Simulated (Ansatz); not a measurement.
# SnTe (Pm-3m) in Ansatz: notebook

The runs below take SnTe through single point, relaxation of cell and atoms, with PBE.

Program: Ansatz 0.2.0. These are calculated values, not measurements. Logs are shortened: lines on timing, memory, paths and dates and some standing lists are left out, and cuts for length are marked.

**1. The structure**

The structure is cubic, space group Pm-3m (No. 221). Conventional cell: a = 3.905 Å, b = 3.905 Å, c = 3.905 Å, α = 90.00°, β = 90.00°, γ = 90.00°. Around Te (site symmetry m-3m) lie 8 Sn at 3.38 Å. Sn (site symmetry m-3m) has 8 Te at 3.38 Å as nearest neighbours.

Measurements of this composition are mostly on another form, of space group No. 225.

**2. Single point, PBE**

input.yaml

```yaml
crystal:
  lattice:
    - [3.9047, 0.0, 0.0]
    - [0.0, 3.9047, 0.0]
    - [0.0, 0.0, 3.9047]
  atoms:
    - { symbol: Te, position: [0.5, 0.5, 0.5] }
    - { symbol: Sn, position: [0.0, 0.0, 0.0] }
hamiltonian:
  xc: pbe
  pseudopotentials: { kind: paw }
kpoints:
  mp_grid: { grid: [7, 7, 7] }
scf:
  occupations: { method: gaussian, width: 0.011 }
output:
  forces: true
  stress: true
  eigenvalues: true
  write_density: true
  write_potential: true
  elf: true
  volumetric_format: npy
```

Potentials or basis: Ansatz PAW.

Launch:

```
ansatz run input.yaml --threads 2 --pin off --max-ram 5632MiB --backend cpu --events-out ev --progress --plain --runs-dir out
```

Log:

```text
Warning: RAYON_NUM_THREADS=2 ignored (pool sized by the plan → 2); use --threads N
Engine: ansatz 0.2.0, aarch64-unknown-linux-gnu
Pseudopotentials: kind: paw
Pseudopotential: Te, paw, valence charge 16, recommended cutoff 420 eV (normal), Te.paw.azcp
Pseudopotential: Sn, paw, valence charge 14, recommended cutoff 420 eV (normal), Sn.paw.azcp
Functional definition: PBE
  parameter kappa = 0.804
  parameter beta = 0.06672455060314922
  exchange = pbe_x(kappa = kappa, mu = beta*pi^2/3)
  correlation = pbe_c(beta = beta)
Crystal: 2 atoms, lattice volume = 59.534 Å³
Basis set: ecut = 420 eV, 1189 PW (Γ), exchange–correlation on 54×54×54 points (8 copies of the dense FFT grid, shifted against one another)
Bands: 19, of which v1, the nominal top of the filled ones, is band 15 counted from 1 (14 counted from 0)
Symmetry: 48 space group operations
Space group: Pm-3m (ITA 221), of the structure as read, at distance tolerance 3.9e-5 Å
k-points: 20 of 343
Non-local potential: Te, projectors of the file, l = 0: 2, l = 1: 2, l = 2: 2, l = 3: 2
Non-local potential: Sn, projectors of the file, l = 0: 2, l = 1: 2, l = 2: 2, l = 3: 2
PAW form: soft (Blöchl's): semilocal exchange-correlation on the pseudo side does not see the compensation charge
PAW one-centre angular grid: Te, 590 points (default); XC on 64 Gauss nodes
PAW one-centre angular grid: Sn, 590 points (default); XC on 64 Gauss nodes
Initial density: superposition of atomic densities (neutral atoms: chi_scale 0, normalization atom), corrected by the library's trained network
Initial wavefunctions: pseudopotential atomic-orbital guess
Functional: x = pbe(κ = 0.804, μ = 0.2195149727645171), c = pbe(β = 0.06672455060314922)
SCF iter   1: F=—  HF=-13004.254753 eV  |F-HF|=—  |Δ(HF+E_count)|=         —  Δρ=4.18e-3  dr2=2.70e-2  ethr=1.77e-3  ⟨swp⟩=6.7  Hψ=2009  notcnv=0
preconditioner: auto → Resta (q_TF=auto, 2.434 Å⁻¹)  ε∞=4.2  [insulator: Δε(μ)=0.045 eV  Ē_g=8.458 eV  σ=0.011 eV  W_gap=0.50  n_scr=18 (ndim 8)  ℏωp=15.2 eV  f_vac=0.000  D(μ)=2.45/eV (n_scr^D=18)  ε∞_Penn≈4.2]
SCF iter   2: F=—  HF=-13004.248080 eV  |F-HF|=—  |Δ(HF+E_count)|=   6.67e-3  Δρ=1.36e-3  dr2=2.09e-3  ethr=9.01e-5  ⟨swp⟩=2.5  Hψ=644  notcnv=0  defer=3
SCF iter   3: F=—  HF=-13004.247832 eV  |F-HF|=—  |Δ(HF+E_count)|=   2.48e-4  Δρ=5.70e-4  dr2=3.98e-4  ethr=6.97e-6  ⟨swp⟩=2.1  Hψ=593  notcnv=0  defer=3
SCF iter   4: F=—  HF=-13004.247901 eV  |F-HF|=—  |Δ(HF+E_count)|=   6.96e-5  Δρ=6.02e-4  dr2=5.85e-4  ethr=1.33e-6  ⟨swp⟩=2.5  Hψ=621  notcnv=0  defer=3
SCF iter   5: F=—  HF=-13004.247834 eV  |F-HF|=—  |Δ(HF+E_count)|=   6.76e-5  Δρ=1.26e-4  dr2=1.91e-5  ethr=1.33e-6  ⟨swp⟩=1.1  Hψ=378  notcnv=0  defer=3
SCF iter   6: F=—  HF=-13004.247869 eV  |F-HF|=—  |Δ(HF+E_count)|=   3.55e-5  Δρ=5.76e-5  dr2=5.47e-6  ethr=6.36e-8  ⟨swp⟩=1.9  Hψ=440  notcnv=0  defer=3
SCF iter   7: F=—  HF=-13004.247869 eV  |F-HF|=—  |Δ(HF+E_count)|=   4.64e-7  Δρ=1.43e-5  dr2=1.22e-7  ethr=1.82e-8  ⟨swp⟩=1.0  Hψ=377  notcnv=0  defer=3
SCF iter   8: F=—  HF=-13004.247869 eV  |F-HF|=—  |Δ(HF+E_count)|=   5.17e-8  Δρ=9.78e-6  dr2=1.08e-7  ethr=3.33e-10  ⟨swp⟩=9.3  Hψ=2339  notcnv=0
SCF iter   9: F=-13004.247869 eV  HF=-13004.247869 eV  |F-HF|=3.37e-8  |Δ(HF+E_count)|=   1.23e-8  Δρ=6.34e-6  dr2=5.85e-8  ethr=3.33e-10  ⟨swp⟩=7.7  Hψ=1964  notcnv=0
SCF 1 converged in 9 iterations: F = -13004.247869 eV  dr2 = 5.85e-8
SCF converged after 9 iterations
Free energy (F): -13004.247869 eV
Harris-Foulkes:  -13004.247869 eV  (|F-HF|=3.37e-8)
Internal energy: -13004.247308 eV  (E = F + TS)
E sigma→0 (E₀):  -13004.247588 eV
Entropy (-TS):   -0.000561 eV (-0.280 meV/atom)
Fermi energy:    9.838351 eV
--- Per-component energies (eV) ---
  E_band       = -333.335481
  E_kinetic    = 364.537628
  E_local      = -1967.208872  (includes V_loc(G=0)·N_el)
  E_nonlocal   = -343.365799
  E_hartree    = 1271.367303
  E_xc         = -506.966074
  E_vxc        = -199.961284  (∫ρ·V_xc dr)
  E_paw        = -8795.455701  (= ΣΔE_a)
  E_vpaw       = -730.076597  (= ΣTr[D̂ρ^β])
  E_aug_tail   = -0.000167  (compensation charges beyond the density's cutoff)
  E_ewald      = -3027.155625
  E_smearing   = -0.000561  (= −TS)
  E_closure    = -0.000000  (closes the sum)
  Σ components = -13004.247869   (vs F -13004.247869, Δ=0.00e0)
--- Forces (eV/Å), atoms counted from 1 ---
  atom   1  Te     0.00000000     0.00000000    -0.00000000
  atom   2  Sn    -0.00000000     0.00000000     0.00000000
  max |Σ_I F_I| component: 1.97e-30 eV/Å
--- Stress (GPa, compression-positive) ---
       -1.140695       0.000000       0.000000
       -0.000000      -1.140695       0.000000
        0.000000       0.000000      -1.140695
  P = ⅓ Tr σ = -1.1407 GPa (-11.407 kbar)
--- Band table (eV; the first three rows and the last of 20) ---
  k-point 0: bands = ["-26.7692", "-26.7692", "-26.7641", "-26.7641", "-26.7641", "-11.6531", "-11.6531", "-11.6163", "-11.6163", "-11.6163", "-2.4349", "4.6062", "8.1647", "8.1647", "8.1647", "13.5077", "13.5077", "15.2649", "15.2649"]
  k-point 1: bands = ["-26.7692", "-26.7682", "-26.7644", "-26.7644", "-26.7641", "-11.6529", "-11.6470", "-11.6184", "-11.6184", "-11.6162", "-2.2787", "4.0890", "8.1619", "8.3480", "8.3480", "13.6824", "13.9470", "14.7000", "14.7000"]
  k-point 2: bands = ["-26.7691", "-26.7659", "-26.7649", "-26.7649", "-26.7641", "-11.6524", "-11.6333", "-11.6229", "-11.6229", "-11.6159", "-1.8519", "2.9336", "8.5253", "8.8593", "8.8593", "12.3645", "13.4456", "13.4456", "14.2030"]
  k-point 19: bands = ["-26.7665", "-26.7665", "-26.7665", "-26.7614", "-26.7614", "-11.6375", "-11.6372", "-11.6372", "-11.6044", "-11.6044", "-0.0777", "4.4149", "6.7103", "6.8801", "6.8801", "9.0591", "9.0591", "9.8910", "21.9806"]
```

Run time: 1.1 s. Hardware: 2 threads of Arm Neoverse V2, shared host; peak memory 0.32 GiB.

Results:

```yaml
Free_energy: -13004.2479 eV
Pressure: -1.1 GPa
Band_gap_on_the_k_mesh: none (metal or under the smearing width)
```

**3. Relaxation of cell and atoms, PBE**

input.yaml, as its differences from that of step 2:

```diff
@@ -14,3 +14,3 @@
 scf:
-  occupations: { method: gaussian, width: 0.011 }
+  occupations: { method: fermi_dirac, width: 0.05 }
 output:
@@ -19,5 +19,5 @@
   eigenvalues: true
-  write_density: true
-  write_potential: true
-  elf: true
-  volumetric_format: npy
+relax:
+  f_tol: 0.01
+  max_steps: 40
+  cell: { stress_tol: 0.05 }
```

Potentials or basis: Ansatz PAW.

Launch:

```
ansatz run input.yaml --threads 2 --pin off --max-ram 5632MiB --backend cpu --events-out ev --progress --plain --runs-dir out
```

Log:

```text
Warning: RAYON_NUM_THREADS=2 ignored (pool sized by the plan → 2); use --threads N
[... 9 set-up lines as earlier in the session ...]
Crystal: 2 atoms, lattice volume = 59.534 Å³
[... 86 lines left out ...]
  atom   2  Sn     0.00000000     0.00000000     0.00000000
  max |Σ_I F_I| component: 1.31e-29 eV/Å
--- Stress (GPa, compression-positive) ---
        0.014760      -0.000000      -0.000000
       -0.000000       0.014760      -0.000000
       -0.000000      -0.000000       0.014760
  P = ⅓ Tr σ = 0.0148 GPa (0.148 kbar)
--- Band table (eV; the first three rows and the last of 20) ---
  k-point 0: bands = ["-26.3531", "-26.3531", "-26.3471", "-26.3471", "-26.3471", "-11.2012", "-11.2012", "-11.1605", "-11.1605", "-11.1605", "-2.1787", "5.1563", "8.5542", "8.5542", "8.5542", "13.9012", "13.9012", "15.9249", "15.9249"]
  k-point 1: bands = ["-26.3530", "-26.3519", "-26.3474", "-26.3474", "-26.3471", "-11.2010", "-11.1944", "-11.1629", "-11.1629", "-11.1604", "-2.0150", "4.5780", "8.5819", "8.7447", "8.7447", "14.0781", "14.5042", "15.3216", "15.3216"]
  k-point 2: bands = ["-26.3530", "-26.3493", "-26.3480", "-26.3480", "-26.3470", "-11.2003", "-11.1791", "-11.1681", "-11.1681", "-11.1601", "-1.5647", "3.3210", "8.9963", "9.2769", "9.2769", "12.9510", "13.9956", "13.9956", "14.6049"]
  k-point 19: bands = ["-26.3499", "-26.3498", "-26.3498", "-26.3441", "-26.3441", "-11.1848", "-11.1844", "-11.1844", "-11.1466", "-11.1466", "0.3490", "4.8740", "7.0618", "7.2161", "7.2161", "9.4317", "9.4317", "10.2995", "22.7356"]
--- Relaxed structure (3 steps of the walk, 3 accepted, 1 SCFs on fresh bases) ---
  F+E_penalty+E_count = -13004.26646767 eV   max|allowed force component| = 6.048e-30 eV/Å   (the final SCF, on the basis selected at the relaxed cell)
  cell:  # Å, volume = 57.7617 Å³
    - [3.8655674943884133, -6.018531076210111e-35, -7.7037197775489426e-34]
    - [4.5339600774116175e-34, 3.8655674943884133, 0.0]
    - [-7.7037197775489426e-34, 0.0, 3.8655674943884133]
  atoms:
    - { symbol: Te, position: [0.5000000000000001, 0.5000000000000001, 0.5000000000000001] }
    - { symbol: Sn, position: [1.4385985277094155e-35, 6.165422261644891e-36, -1.0275703769433073e-36] }
```

It took 3.1 s on 2 threads of Arm Neoverse V2, shared host; peak memory 0.33 GiB.

What came out:

```
Free energy                            : -13004.2665 eV
Relaxed volume                         : 28.88 Å³/atom
Relaxed cell                           : a = 3.866 Å, b = 3.866 Å, c = 3.866 Å, α = 90.00°, β = 90.00°, γ = 90.00°
Space group after relaxing (to 0.05 Å) : Pm-3m (No. 221)
Energy gained by relaxing              : 2.9 meV/atom
Ionic steps                            : 4
Pressure after relaxing                : 0.0 GPa
Band gap on the k mesh                 : none (metal or under the smearing width)
```

Step by step:
| step | energy change (eV) | largest force (eV/Å) | volume (Å³) |
| --- | --- | --- | --- |
| 1 | 0.0000 | 0.0000 | 59.53 |
| 2 | -0.0060 | 0.0000 | 58.04 |
| 3 | -0.0062 | 0.0000 | 57.76 |
| 4 | -0.0059 | 0.0000 | 57.76 |

Final structure:
```
CELL_PARAMETERS angstrom
3.86557 0.00000 0.00000
0.00000 3.86557 0.00000
0.00000 0.00000 3.86557
ATOMIC_POSITIONS crystal
Te 0.50000 0.50000 0.50000
Sn 0.00000 0.00000 0.00000
```

Levels at points of the mesh, in eV from the Fermi level:
```csv
k point,band 11,band 12,band 13,band 14,band 15,band 16,band 17,band 18,band 19
"(0.00, 0.00, 0.00)",-12.50,-5.16,-1.76,-1.76,-1.76,3.58,3.58,5.61,5.61
```

Caveat: the plane-wave basis is chosen anew once the cell has moved, so the energies of steps on either side of that aren't comparable. The run has no spin-orbit coupling, so splittings on Te are missing.
